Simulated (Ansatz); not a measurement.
# KF: the cost of one run

Computed with Ansatz 0.2.0 (DFT PBEsol, with the methods named in each step, unless a step's input says otherwise).

## 1. The structure to begin with

Symmetry: Fm-3m, No. 225, cubic system. Conventional cell: a = 5.309 Å, b = 5.309 Å, c = 5.309 Å, α = 90.00°, β = 90.00°, γ = 90.00°. K (site symmetry m-3m) has 6 F at 2.65 Å as nearest neighbours. F (site symmetry m-3m) is surrounded by 6 K at 2.65 Å.

Coordinates:

```cif
data_structure
_symmetry_space_group_name_H-M 'Fm-3m'
_symmetry_Int_Tables_number 225
_cell_length_a 5.3088
_cell_length_b 5.3088
_cell_length_c 5.3088
_cell_angle_alpha 90.000
_cell_angle_beta 90.000
_cell_angle_gamma 90.000
_cell_volume 149.62
loop_
_atom_site_label
_atom_site_type_symbol
_atom_site_symmetry_multiplicity
_atom_site_Wyckoff_symbol
_atom_site_fract_x
_atom_site_fract_y
_atom_site_fract_z
_atom_site_occupancy
K1 K 4 a 0.00000 0.00000 0.00000 1
F1 F 4 b 0.50000 0.00000 0.00000 1
```

The file gives the conventional cell by its symmetry; the runs use the cell typed in the input.

Whether this phase is the stable one at these pressures isn't tested.

Atoms are numbered in the order of the input: K1, F2.

## 2. The reference volume, LAPW

input.yaml

```yaml
crystal:
  lattice:
    - [0.0, 2.654413405, 2.654413405]
    - [2.654413405, 0.0, 2.654413405]
    - [2.654413405, 2.654413405, 0.0]
  atoms:
    - { symbol: K, position: [0.0, 0.0, 0.0] }
    - { symbol: F, position: [0.5, 0.5, 0.5] }
kpoints:
  mp_grid: { grid: [9, 9, 9] }
  band_path:
    path:
      - [0.0, 0.0, 0.0]
      - [0.5, 0.0, 0.5]
      - [0.625, 0.25, 0.625]
      - [0.375, 0.375, 0.75]
      - [0.0, 0.0, 0.0]
      - [0.5, 0.5, 0.5]
      - [0.5, 0.25, 0.75]
      - [0.5, 0.0, 0.5]
    npoints: 14
scf:
  occupations: { method: fermi_dirac, width: 0.03 }
hamiltonian:
  xc: pbesol
  pseudopotentials: { kind: all_electron, lapw: { basis_error: 0.001 } }
output:
  forces: true
  stress: true
  eigenvalues: true
  populations: true
```

Run with:

```
$ ansatz run input.yaml --threads 1 --pin off --max-ram 2048MiB --backend cpu --events-out ev --progress --plain --runs-dir out
```

What time and memory should one allow on 1 thread of Intel Xeon Platinum 8488C (Sapphire Rapids), shared host?

About 7 s, with a peak of 0.31 GiB.
